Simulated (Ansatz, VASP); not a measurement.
## Two plane-wave programs on KBr

```
K Br
1.0
     0.00000    3.30000    3.30000
     3.30000    0.00000    3.30000
     3.30000    3.30000    0.00000
K Br
1 1
Direct
  0.00000 0.00000 0.00000
  0.50000 0.50000 0.50000
```

Alike in both runs: task single point; functional r2SCAN; k mesh 3 × 3 × 3; no spin polarisation.

```csv
,VASP,Ansatz
version,VASP 6.6.1,Ansatz 0.2.0
potentials or method,"VASP PAW PBE potentials, release 64 (K_sv, Br)","plane waves, PAW"
plane-wave cutoff (eV),520,517
occupations,"gaussian, width 0.01 eV",fixed
valence electrons in the cell,16,16
```

```tsv
	VASP	Ansatz	Ansatz less VASP
gap on the k mesh at the Fermi level (eV)	5.08	5.07	-0.002
```

Caveats: the k mesh is coarse (spacing up to 0.55 Å⁻¹), so the values aren't converged; the PAW data sets were made with another functional, which shifts forces and pressure a little (VASP). r2SCAN opens gaps a little over a GGA but as a rule still falls short of measured ones.
